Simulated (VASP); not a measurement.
Here is a VASP 6.6.1 calculation.

File INCAR:

```
  PREC = Accurate
  ENCUT = 800
  EDIFF = 1E-8
  ISMEAR = 0
  SIGMA = 0.01
  LREAL = F
  LASPH = T
  NELM = 100
  ALGO = Normal
  ISIF = 2
  LWAVE = F
  LCHARG = F
  GGA = PE
  LEPSILON = T
```

File KPOINTS:

```
Automatic mesh
0
Gamma
  13 13 13
```

File POSCAR:

```
CdTe
1.0
    0.0000000000      3.2050000000      3.2050000000
    3.2050000000      0.0000000000      3.2050000000
    3.2050000000      3.2050000000      0.0000000000
Te Cd
1 1
Direct
    0.7500000000      0.7500000000      0.7500000000
    0.0000000000      0.0000000000      0.0000000000
```

Potentials or basis: VASP PAW PBE potentials, release 64 (Te, Cd).

Command:

```sh
$ cat potpaw_PBE.64/Te/POTCAR potpaw_PBE.64/Cd/POTCAR > POTCAR
$ mpirun -np 1 vasp_std > vasp.out
```

Question: Estimate the electronic dielectric tensor (diagonal).

Answer: 8.67.

Question: What does it give for the Born charges (mean of the diagonal)?

Answer: Te -2.12; Cd +2.12 e.

Question: Estimate the band gap on the k mesh.

Answer: 0.87 eV, direct.

Born effective charge tensors (e):
atom 1, Te
```
-2.12  0.00  0.00
 0.00 -2.12  0.00
 0.00  0.00 -2.12
```
atom 2, Cd
```
2.12 0.00 0.00
0.00 2.12 0.00
0.00 0.00 2.12
```

Caveat: spin-orbit coupling is left out, which moves the levels of the heavy elements.

**What was measured.**

From a printed reference work, data compilation, for a bulk crystal of CdTe at 0 K: band gap 1.607 eV.

Against the measured gap of CdTe, 1.607 eV (0 K; a printed reference work, data compilation), the calculated 0.87 eV is off by -0.73 eV. Spin-orbit coupling on Cd, Te is left out. The value is that of PBE, without temperature or zero-point motion. Semilocal functionals fall short of measured gaps as a rule.
